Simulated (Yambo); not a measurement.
Input of a Yambo 5.3.0 run:

Contents of g0w00.in:

```
gw0
dyson
el_el_corr
rim_cut
HF_and_locXC
ppa
em1d
RandQpts= 1000000
RandGvec= 50 RL
EXXRLvcs= 82 Ry
VXCRLvcs= 82 Ry
Chimod= "HARTREE"
% BndsRnXp
 1 | 84 |
%
NGsBlkXp= 12 Ry
% LongDrXp
 1 | 1 | 1 |
%
PPAPntXp= 27.21138 eV
% GbndRnge
 1 | 84 |
%
GTermKind= "BG"
DysSolver= "n"
ExtendOut
% QPkrange
 1 | 1 | 3 | 6 |
 42 | 42 | 3 | 6 |
 44 | 44 | 3 | 6 |
%
```

scf.in

```
&CONTROL
  calculation = 'scf'
  prefix = 'pwscf'
  outdir = './tmp'
  pseudo_dir = './pseudo'
/
&SYSTEM
  ibrav = 0
  nat = 2
  ntyp = 1
  ecutwfc = 82
  nbnd = 9
  occupations = 'smearing'
  smearing = 'fd'
  degauss = 0.00367493
  force_symmorphic = .true.
/
&ELECTRONS
  conv_thr = 4d-10
  electron_maxstep = 120
  mixing_beta = 0.5
/
ATOMIC_SPECIES
C     12.0110 C.upf
CELL_PARAMETERS angstrom
   2.1273203072   -1.2282824400    0.0000000000
   2.1273203072    1.2282824400    0.0000000000
  -1.3790696309    0.0000000000    3.5028300786
ATOMIC_POSITIONS crystal
C      0.1666444700    0.1666444700    0.9999069600
C      0.8333555300    0.8333555300    0.0000930400
K_POINTS automatic
12 12 8 0 0 0
```

Contents of nscf.in:

```
&CONTROL
  calculation = 'nscf'
  prefix = 'pwscf'
  outdir = './tmp'
  pseudo_dir = './pseudo'
/
&SYSTEM
  ibrav = 0
  nat = 2
  ntyp = 1
  ecutwfc = 82
  nbnd = 84
  occupations = 'fixed'
  force_symmorphic = .true.
/
&ELECTRONS
  conv_thr = 1d-08
  diago_full_acc = .true.
  diago_thr_init = 1d-06
/
ATOMIC_SPECIES
C     12.0110 C.upf
CELL_PARAMETERS angstrom
   2.1273203072   -1.2282824400    0.0000000000
   2.1273203072    1.2282824400    0.0000000000
  -1.3790696309    0.0000000000    3.5028300786
ATOMIC_POSITIONS crystal
C      0.1666444700    0.1666444700    0.9999069600
C      0.8333555300    0.8333555300    0.0000930400
K_POINTS automatic
6 6 4 0 0 0
```

Potentials or basis: PseudoDojo 0.4.1 SR PBEsol standard.

Command:

```console
$ OMP_NUM_THREADS=1 pw.x -in scf.in > scf.out
$ OMP_NUM_THREADS=1 pw.x -in nscf.in > nscf.out
$ cd tmp/pwscf.save; p2y; mv SAVE ../..; cd ../..
$ OMP_NUM_THREADS=1 yambo
$ OMP_NUM_THREADS=1 yambo -F g0w00.in -J g0w00 -C g0w00_out
```

Question: What does it give for the quasiparticle gap?

Answer: 0.56 eV.

Question: Estimate the least direct quasiparticle gap.

Answer: 0.59 eV.

Question: Estimate the band gap on the k mesh, mean-field level.

Answer: 0.48 eV, indirect (least direct gap 0.50 eV).

Question: Estimate the band gap of the same states before the correction.

Answer: 0.48 eV.

Question: What does it give for the quasiparticle gap at Γ?

Answer: 6.91 eV.

Quasiparticle terms (eV):
| k point | band | Kohn-Sham level | Vxc | Σx | Σc | Z | result |
| --- | --- | --- | --- | --- | --- | --- | --- |
| (0.000, 0.000, 0.000) | 3 | -2.73 | -17.30 | -21.20 | 3.23 | 0.78 | -3.26 |
| (0.000, 0.000, 0.000) | 4 | -2.73 | -17.30 | -21.20 | 3.22 | 0.78 | -3.26 |
| (0.000, 0.000, 0.000) | 5 | 3.95 | -7.50 | -3.34 | -4.52 | 0.83 | 3.65 |
| (0.000, 0.000, 0.000) | 6 | 8.72 | -15.61 | -8.81 | -5.74 | 0.78 | 9.55 |
| (0.333, -0.333, 0.000) | 3 | -10.45 | -15.49 | -21.68 | 5.30 | 0.76 | -11.13 |
| (0.333, -0.333, 0.000) | 4 | 0.00 | -13.73 | -13.61 | -0.20 | 0.78 | -0.06 |
| (0.333, -0.333, 0.000) | 5 | 0.50 | -14.18 | -11.27 | -2.88 | 0.78 | 0.53 |
| (0.333, -0.333, 0.000) | 6 | 10.72 | -8.79 | -3.45 | -5.36 | 0.85 | 10.70 |
| (0.333, -0.333, -0.500) | 3 | -10.45 | -15.50 | -21.69 | 5.29 | 0.74 | -11.12 |
| (0.333, -0.333, -0.500) | 4 | -0.04 | -13.68 | -13.56 | -0.20 | 0.78 | -0.11 |
| (0.333, -0.333, -0.500) | 5 | 0.48 | -14.17 | -11.28 | -2.86 | 0.78 | 0.50 |
| (0.333, -0.333, -0.500) | 6 | 10.45 | -8.64 | -3.40 | -5.27 | 0.82 | 10.42 |

Caveat: the k mesh is coarse (spacing up to 0.50 Å⁻¹), so the values aren't converged; this version prints the column dSc/dw multiplied by 27.2; the terminator is approximate in this version, by hundredths of an eV. A k mesh can miss the band edges.
